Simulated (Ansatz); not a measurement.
Method: DFT PBE, scalar-relativistic, plane waves, PAW (Ansatz 0.2.0). Settings: cutoff 420 eV, Γ-centred meshes spaced at most about 0.3 Å⁻¹, and about 0.25 Å⁻¹ or finer for metals (2π included), Gaussian smearing. No spin polarisation in the final relaxations.

All energies are static (0 K, no zero-point motion).

Compare these two cells of TiB5, each relaxed at this level.

1.

```cif
data_structure
_symmetry_space_group_name_H-M 'F-43m'
_symmetry_Int_Tables_number 216
_cell_length_a 5.6334
_cell_length_b 5.6334
_cell_length_c 5.6334
_cell_angle_alpha 90.000
_cell_angle_beta 90.000
_cell_angle_gamma 90.000
_cell_volume 178.78
loop_
_atom_site_label
_atom_site_type_symbol
_atom_site_symmetry_multiplicity
_atom_site_Wyckoff_symbol
_atom_site_fract_x
_atom_site_fract_y
_atom_site_fract_z
_atom_site_occupancy
Ti1 Ti 4 a 0.00000 0.00000 0.00000 1
B1 B 4 d 0.25000 0.25000 0.75000 1
B2 B 16 e 0.11927 0.38073 0.11927 1
```

2.

```cif
data_structure
_symmetry_space_group_name_H-M 'P6/mmm'
_symmetry_Int_Tables_number 191
_cell_length_a 4.1585
_cell_length_b 4.1585
_cell_length_c 2.8933
_cell_angle_alpha 90.000
_cell_angle_beta 90.000
_cell_angle_gamma 120.000
_cell_volume 43.33
loop_
_atom_site_label
_atom_site_type_symbol
_atom_site_symmetry_multiplicity
_atom_site_Wyckoff_symbol
_atom_site_fract_x
_atom_site_fract_y
_atom_site_fract_z
_atom_site_occupancy
Ti1 Ti 1 a 0.00000 0.00000 0.00000 1
B1 B 2 c 0.33333 0.66667 0.00000 1
B2 B 3 g 0.50000 0.00000 0.50000 1
```

Question: Which is lower in energy, and by how much?

Answer: Cell 2 is lower, by 228 meV/atom. Cell 1 has space group F-43m (No. 216), 7.4 Å³/atom and no gap on its mesh; cell 2 has the CaCu5 type, space group P6/mmm (No. 191), 7.2 Å³/atom and no gap. Counting B atoms around Ti (those within 1.25 times the shortest such distance or 1.15 times the sum of covalent radii, 1.27 where that leaves under three), cell 1 has Ti 16 and cell 2 has Ti 18. Cell 1 holds B–B units of three or more atoms (shortest 1.90 Å); cell 2 holds B–B bonds in all directions (shortest 1.88 Å). The denser one is the lower, and pressure would at first widen the difference. Even the lower one lies +0.40 eV/atom against the reference forms of the elements (uncorrected), so neither is stable at this level. In cell 1, Ti has 16 B at 2.35–2.44 Å; B on a site of symmetry -43m is surrounded by 12 B at 2.33 Å and 4 Ti at 2.44 Å; B on a site of symmetry 3m has 3 B at 1.90 Å, 3 B at 2.08 Å, 3 B at 2.33 Å and 3 Ti at 2.35 Å. In cell 2, Ti is surrounded by 18 B at 2.40–2.53 Å and 2 Ti at 2.89 Å; B on a site of symmetry -6m2 has 6 B at 1.88 Å, 3 Ti at 2.40 Å and 3 B at 2.40 Å; around B on a site of symmetry mmm lie 4 B at 1.88 Å, 4 B at 2.08 Å and 4 Ti at 2.53 Å. Both come from invented guesses.

Cells relaxed within their symmetry can be saddle points.
